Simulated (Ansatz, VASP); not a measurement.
**Two plane-wave programs on Cr**

```
Cr
1.0
     4.20448    0.00000    0.00000
    -2.10224    3.64119    0.00000
     0.00000    0.00000    2.27816
Cr
3
Direct
  0.00000 0.00000 0.00000
  0.33333 0.66667 0.50000
  0.66667 0.33333 0.50000
```

Alike in both runs: task single point; functional RPBE; k mesh 10 × 10 × 15; occupations fermi-dirac, width 0.1 eV; no spin polarisation.

|  | VASP | Ansatz |
| --- | --- | --- |
| version | VASP 6.6.1 | Ansatz 0.2.0 |
| potentials or method | VASP PAW PBE potentials, release 64 (Cr_pv) | plane waves (420 eV) with PAW, scalar-relativistic |
| plane-wave cutoff (eV) | 520 | 420 |
| valence electrons in the cell | 36 | 42 |

|  | VASP | Ansatz | Ansatz less VASP |
| --- | --- | --- | --- |
| pressure (GPa) | 9.6 | 9.9 | +0.28 |
| largest component of the traceless stress (GPa) | 0.89 | 0.88 | -0.016 |

With one functional, cell and mesh, what is left measures potentials, basis and numerics. The two sets of potentials don't hold the same shells in valence.

Caveats: the PAW data sets were made with another functional, which shifts forces and pressure a little (VASP); the run has no spin polarisation, though such a crystal can be magnetic. Spin polarisation is off, so any magnetic state and its effect on volume and gap are missing.
